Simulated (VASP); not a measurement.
# Se (P3_121) in VASP: a series of runs

Runs on Se. Level: HSE06. Tasks: single point.

All numbers are computed with VASP 6.6.1; they aren't measurements. Logs are shortened: lines on timing, memory, paths and dates and some standing lists are left out, and cuts for length are marked.

### 1 The crystal as given

The structure is trigonal, space group P3_121 (No. 152). Conventional cell: a = 4.366 Å, b = 4.366 Å, c = 4.954 Å, α = 90.00°, β = 90.00°, γ = 120.00°. Around Se (site symmetry 2) lie 2 Se at 2.37 Å.

### 2 Single point, HSE06

Contents of POSCAR:

```
Se
1.0
    4.3662000000      0.0000000000      0.0000000000
   -2.1831000000      3.7812401180      0.0000000000
    0.0000000000      0.0000000000      4.9536000000
Se
3
Direct
    0.7746000000      0.7746000000      0.0000000000
    0.0000000000      0.2254000000      0.6666666667
    0.2254000000      0.0000000000      0.3333333333
```

Contents of INCAR.step1:

```
SYSTEM = Se
ALGO     = Normal         ! electronic algorithm
EDIFF    = 1E-5           ! SCF threshold, eV
ENCUT    = 520            ! plane-wave cutoff, eV
GGA      = PE             ! functional
ISIF     = 2              ! what is computed and relaxed
ISMEAR   = 0              ! smearing method
LASPH    = .TRUE.         ! aspherical terms in the spheres
LREAL    = .FALSE.        ! projectors in reciprocal space
LWAVE    = .TRUE.         ! write WAVECAR
NBANDS   = 17             ! bands
NELM     = 100            ! most SCF steps
NKRED    = 1            
PREC     = Accurate       ! precision mode
SIGMA    = 0.01           ! smearing width, eV
```

Contents of INCAR.step2:

```
SYSTEM = Se
ALGO     = Normal         ! electronic algorithm
EDIFF    = 1E-6           ! SCF threshold, eV
ENCUT    = 520            ! plane-wave cutoff, eV
GGA      = PE             ! functional
HFSCREEN = 0.2            ! screening, 1/A
ISIF     = 2              ! what is computed and relaxed
ISMEAR   = 0              ! smearing method
ISTART   = 1            
LASPH    = .TRUE.         ! aspherical terms in the spheres
LCHARG   = .FALSE.        ! write CHGCAR
LHFCALC  = .TRUE.         ! exact exchange
LREAL    = .FALSE.        ! projectors in reciprocal space
LWAVE    = .FALSE.        ! write WAVECAR
NBANDS   = 17             ! bands
NELM     = 100            ! most SCF steps
NKRED    = 1            
PREC     = Accurate       ! precision mode
PRECFOCK = Fast         
SIGMA    = 0.01           ! smearing width, eV
```

Contents of KPOINTS:

```
k-points
0
G
  3 3 3
  0 0 0
```

Potentials or basis: VASP PAW PBE potentials, release 64 (Se).

Started as:

```console
> cat potpaw_PBE.64/Se/POTCAR > POTCAR
> cp INCAR.step1 INCAR
> mpirun -np 1 vasp_std > vasp.out
> cp INCAR.step2 INCAR
> mpirun -np 1 vasp_std > vasp.out
```

OUTCAR:

```text
SYSTEM = Se
   EDIFF = 1E-6
   ENCUT = 520
   GGA = PE
   HFSCREEN = 0.2
   ISIF = 2
   ISMEAR = 0
   ISTART = 1
   LASPH = .TRUE.
   LHFCALC = .TRUE.
   LREAL = .FALSE.
   NELM = 100
   NKRED = 1
   PREC = Accurate
   PRECFOCK = Fast

 Found      7 irreducible k-points:

 Following reciprocal coordinates:
            Coordinates               Weight
  0.000000  0.000000  0.000000      1.000000
  0.333333  0.000000  0.000000      6.000000
  0.333333  0.333333  0.000000      2.000000
  0.000000  0.000000  0.333333      2.000000
  0.333333  0.000000  0.333333      6.000000
  0.000000  0.333333  0.333333      6.000000
   k-points           NKPTS =      7   k-points in BZ     NKDIM =     27   number of bands    NBANDS=     17
   number of dos      NEDOS =    301   number of ions     NIONS =      3
   total plane-waves  NPLWV =  40960
   dimension x,y,z NGX =    32 NGY =   32 NGZ =   40
   dimension x,y,z NGXF=    64 NGYF=   64 NGZF=   80
   ions per type =               3
   NGX,Y,Z   is equivalent  to a cutoff of  12.18, 12.18, 13.42 a.u.
   NGXF,Y,Z  is equivalent  to a cutoff of  24.37, 24.37, 26.85 a.u.
 SYSTEM =  Se
   PREC   = accura    normal or accurate (medium, high low for compatibility)
   ISTART =      1    job   : 0-new  1-cont  2-samecut
   ICHARG =      0    charge: 1-file 2-atom 10-const
   ISPIN  =      1    spin polarized calculation?
   LNONCOLLINEAR =      F non collinear calculations
   LSORBIT =      F    spin-orbit coupling
   LASPH  =      T    aspherical Exc in radial PAW
   ENCUT  =  520.0 eV  38.22 Ry    6.18 a.u.   8.12  8.12  9.21*2*pi/ulx,y,z
   NELM   =    100;   NELMIN=  2; NELMDL=  0     # of ELM steps
   EDIFF  = 0.1E-05   stopping-criterion for ELM
   LREAL  =      F    real-space projection
   EDIFFG = 0.1E-04   stopping-criterion for IOM
   NSW    =      0    number of steps for IOM
   IBRION =     -1    ionic relax: 0-MD 1-quasi-New 2-CG
   NFREE  =      0    steps in history (QN), initial steepest desc. (CG)
   ISIF   =      2    stress and relaxation
   ISYM   =      3    0-nonsym 1-usesym 2-fastsym
   POTIM  = 0.5000    time-step for ionic-motion
   TEBEG  =    0.0;   TEEND  =   0.0 temperature during run
   PSTRESS=    0.0 pullay stress
   NELECT =      18.0000    total number of electrons
   NUPDOWN=      -1.0000    fix difference up-down
   EMIN   =  10.00;   EMAX   =-10.00  energy-range for DOS
   EFERMI =   0.00;   METHOD = LEGACY
   ISMEAR =     0;   SIGMA  =   0.01  broadening in eV -4-tet -1-fermi 0-gaus
   EFERMI_NEDOS =   21; number of points for ismear=-14 and -15
   IALGO  =     38    algorithm
   IMIX   =      1    mixing-type and parameters
     AMIX     =   0.40;   BMIX     =  1.00
     AMIX_MAG =   1.60;   BMIX_MAG =  1.00
  volume/ion in A,a.u.               =      27.26       183.96
  Fermi-wavevector in a.u.,A,eV,Ry     =   0.988430  1.867862 13.292817  0.976995
  Thomas-Fermi vector in A             =   2.119956
   LORBIT       =      0    0 simple, 1 ext, 2 COOP (PROOUT), +10 PAW based schemes
   GGA     = PE    functional components
   LHFCALC =     T    Hartree Fock is set to
   PRECFOCK=fast      Normal, Fast or Accurate (Low or Medium for compatibility)
   ENCUT4O =  -1.0   cutoff for four orbital integrals eV
   NKREDX  =     1    reduce k-point grid by
   NKREDY  =     1    reduce k-point grid by
   NKREDZ  =     1    reduce k-point grid by
   AEXX    =    0.2500 exact exchange contribution
   HFSCREEN=    0.2000 screening length (either q_TF or 0.3 A-1)
   HFSCREENC=   0.2000 screening length for correlation (either q_TF or 0.3 A-1)
   ENCUTFOCK=  -1.0 apply spherical cutoff to Coloumb kernel
   IVDW    =     0    specifies the selected vdW correction
   LEPSILON=     F    determine dielectric tensor
   LRPA    =     F    only Hartree local field effects (RPA)
 non-spin polarized calculation
 Gauss-broadening in eV      SIGMA  =   0.01
  energy-cutoff  :      520.00
  volume of cell :       81.78
 maximum number of plane-waves:      2208
  NGX = 18; NGY = 18; NGZ = 20

 number of electron      18.0000001 magnetization

 Free energy of the ion-electron system (eV)
  ---------------------------------------------------
  ext. energy  EPLUGINS =         0.00000000
  ---------------------------------------------------
  free energy    TOTEN  =       -13.28500747 eV

  energy without entropy =      -13.28500747  energy(sigma->0) =      -13.28500747

 E-fermi :   2.0041     XC(G=0):  -7.3645

 val. band max:        1.8831864587   @ k =   0.0000   0.3333   0.3333
 cond. band min:       4.2381782939   @ k =   0.0000   0.0000   0.3333
 fundamental gap:      2.3549918352
 Fermi energy:         2.0041217677

 k-point     1 :       0.0000    0.0000    0.0000
  band No.  band energies     occupation
      1     -15.1862      2.00000
      2     -10.6050      2.00000
      3     -10.6050      2.00000
      4      -1.9098      2.00000
      5      -1.9098      2.00000
      6      -1.8787      2.00000
[... 9 lines left out ...]
     16      11.5419      0.00000
     17      11.8839      0.00000

 k-point     2 :       0.3333    0.0000    0.0000
  band No.  band energies     occupation
      1     -14.8021      2.00000
      2     -10.9922      2.00000
      3     -10.5653      2.00000
      4      -3.3193      2.00000
      5      -2.7083      2.00000
      6      -1.7721      2.00000
[... 9 lines left out ...]
     16      12.7282      0.00000
     17      12.9565      0.00000

 k-point     3 :       0.3333    0.3333    0.0000
  band No.  band energies     occupation
      1     -14.5710      2.00000
      2     -10.9136      2.00000
      3     -10.9136      2.00000
      4      -3.2276      2.00000
      5      -3.2276      2.00000
      6      -0.9461      2.00000
[... 9 lines left out ...]
     16      13.0025      0.00000
     17      13.0025      0.00000

 k-point     4 :       0.0000    0.0000    0.3333
  band No.  band energies     occupation
      1     -14.6084      2.00000
      2     -12.9638      2.00000
      3      -8.4592      2.00000
      4      -2.8271      2.00000
      5      -1.6174      2.00000
      6      -1.5087      2.00000
[... 9 lines left out ...]
     16      11.2945      0.00000
     17      11.3913      0.00000

 k-point     5 :       0.3333    0.0000    0.3333
  band No.  band energies     occupation
      1     -14.2631      2.00000
      2     -12.7457      2.00000
      3      -9.2697      2.00000
      4      -3.5505      2.00000
      5      -2.8002      2.00000
      6      -1.8483      2.00000
[... 9 lines left out ...]
     16      11.6376      0.00000
     17      12.7511      0.00000

 k-point     6 :       0.0000    0.3333    0.3333
  band No.  band energies     occupation
      1     -14.2559      2.00000
      2     -12.7693      2.00000
      3      -9.2076      2.00000
      4      -3.7828      2.00000
      5      -2.8864      2.00000
      6      -1.8616      2.00000
[... 9 lines left out ...]
     16      12.0407      0.00000
     17      13.9149      0.00000

 [... further k-points ...]

------------------------ aborting loop because EDIFF is reached ----------------------------------------

  FORCE on cell =-STRESS in cart. coord.  units (eV):
  Direction    XX          YY          ZZ          XY          YZ          ZX
  --------------------------------------------------------------------------------------
  -------------------------------------------------------------------------------------
  Total        0.3979904      0.3979904      0.1036240      0.0000000      0.0000000     -0.0000000
  in kB        7.7969431      7.7969431      2.0300759      0.0000000      0.0000000     -0.0000000
  external PRESSURE =       5.8746540 kB  Pullay stress =       0.0000000 kB

 VOLUME and BASIS-vectors are now :
 -----------------------------------------------------------------------------
  energy-cutoff  :      520.00
  volume of cell :       81.78
      direct lattice vectors                 reciprocal lattice vectors
     4.366200000  0.000000000  0.000000000     0.229032110  0.132231751  0.000000000
    -2.183100000  3.781240118  0.000000000     0.000000000  0.264463501  0.000000000
     0.000000000  0.000000000  4.953600000     0.000000000  0.000000000  0.201873385

 POSITION                                       TOTAL-FORCE (eV/Angst)
 -----------------------------------------------------------------------------------
      1.69103      2.92895      0.00000         0.108905      0.188629     -0.000000
     -0.49207      0.85229      3.30240         0.108905     -0.188629     -0.000000
      0.98414      0.00000      1.65120        -0.217810     -0.000000      0.000000
 -----------------------------------------------------------------------------------
    total drift:                                0.000001      0.000001     -0.000000

  FREE ENERGIE OF THE ION-ELECTRON SYSTEM (eV)
  ---------------------------------------------------
  free  energy   TOTEN  =       -13.2850074671 eV

  energy  without entropy=      -13.2850074671  energy(sigma->0) =      -13.28500747
```

Wall time 52 s (1 thread of Intel Xeon 6975P-C (Granite Rapids), shared host); peak memory 0.28 GiB.

These settings aren't checked as converged: the numbers below hold their error.

What came out:

```
Free energy            : -13.2850 eV
Pressure               : 0.6 GPa
Largest force          : 0.218 eV/Å
Band gap on the k mesh : 2.35 eV, indirect (least direct gap 2.51 eV)
```

Caveat: the k mesh is coarse (spacing up to 0.55 Å⁻¹), so the values aren't converged, least of all with exact exchange; the PAW data sets were made with another functional, which shifts forces and pressure a little; an odd mesh through Γ misses points on the zone boundary, where band edges often lie.

[end of part 1 of 2]
